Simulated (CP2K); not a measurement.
A run of CP2K 2026.2 is set up as follows.

The input bete_scf.inp:

```
&GLOBAL
  PROJECT bete_scf
  RUN_TYPE ENERGY_FORCE
  PRINT_LEVEL LOW
&END GLOBAL
&FORCE_EVAL
  METHOD QS
  STRESS_TENSOR ANALYTICAL
  &DFT
    BASIS_SET_FILE_NAME BASIS_MOLOPT_UZH
    POTENTIAL_FILE_NAME POTENTIAL_UZH
    &MGRID
      CUTOFF 850
      REL_CUTOFF 60
      NGRIDS 5
    &END MGRID
    &QS
      METHOD GPW
      EPS_DEFAULT 1.0E-10
    &END QS
    &KPOINTS
      SCHEME MONKHORST-PACK 8 8 8
      GAMMA_CENTERED T
      SYMMETRY T
      SYMMETRY_BACKEND SPGLIB
    &END KPOINTS
    &SCF
      SCF_GUESS ATOMIC
      EPS_SCF 1.0E-6
      MAX_SCF 100
      ADDED_MOS 10
      CHOLESKY OFF
      EPS_EIGVAL 1.0E-7
      &DIAGONALIZATION ON
        ALGORITHM STANDARD
      &END DIAGONALIZATION
      &MIXING ON
        METHOD BROYDEN_MIXING
        ALPHA 0.4
        BETA 1.5
        NBUFFER 8
      &END MIXING
      &SMEAR ON
        METHOD GAUSSIAN
        SIGMA [eV] 0.028000000000000004
      &END SMEAR
    &END SCF
    &XC
      &XC_FUNCTIONAL PBE
      &END XC_FUNCTIONAL
    &END XC
    &PRINT
      &KPOINTS ON
      &END KPOINTS
      &MULLIKEN ON
      &END MULLIKEN
      &MO ON
        ENERGIES T
        OCCUPATION_NUMBERS T
        &EACH
          QS_SCF 0
        &END EACH
        ADD_LAST NUMERIC
      &END MO
      &LOWDIN ON
      &END LOWDIN
      &HIRSHFELD ON
        SHAPE_FUNCTION DENSITY
      &END HIRSHFELD
    &END PRINT
  &END DFT
  &SUBSYS
    &CELL
      A 3.9173715678 0.0000000000 0.0000000000
      B 1.9586857839 3.3925432938 0.0000000000
      C 1.9586857839 1.1308477646 3.1985204913
      PERIODIC XYZ
    &END CELL
    &COORD
      Te  5.8760573517 3.3925432938 2.3988903685
      Be  0.0000000000 0.0000000000 0.0000000000
    &END COORD
    &KIND Te
      BASIS_SET TZVP-MOLOPT-PBE-GTH-q6
      POTENTIAL GTH-PBE-q6
    &END KIND
    &KIND Be
      BASIS_SET TZVP-MOLOPT-PBE-GTH-q4
      POTENTIAL GTH-PBE-q4
    &END KIND
    &PRINT
      &ATOMIC_COORDINATES ON
      &END ATOMIC_COORDINATES
      &CELL ON
      &END CELL
    &END PRINT
  &END SUBSYS
  &PRINT
    &FORCES ON
    &END FORCES
    &STRESS_TENSOR ON
    &END STRESS_TENSOR
  &END PRINT
&END FORCE_EVAL
```

Potentials or basis: POTENTIAL_UZH Te GTH-PBE-q6, Be GTH-PBE-q4; TZVP-MOLOPT-PBE-GTH basis.

Command:

```bash
$ OMP_NUM_THREADS=1 cp2k.psmp -i bete_scf.inp -o bete_scf.out
```

Q: Estimate the band gap on the k mesh.

A: 2.54 eV, indirect (least direct gap 3.93 eV).

Q: Estimate the Mulliken charges.

A: Te -0.35; Be +0.35 e.

Caveat: spin-orbit coupling is left out, which moves the levels of the heavy elements; the basis of atomic orbitals isn't converged, which shifts pressures, moduli and gaps. Expect the measured gap to be larger: semilocal functionals such as PBE lack the derivative discontinuity.
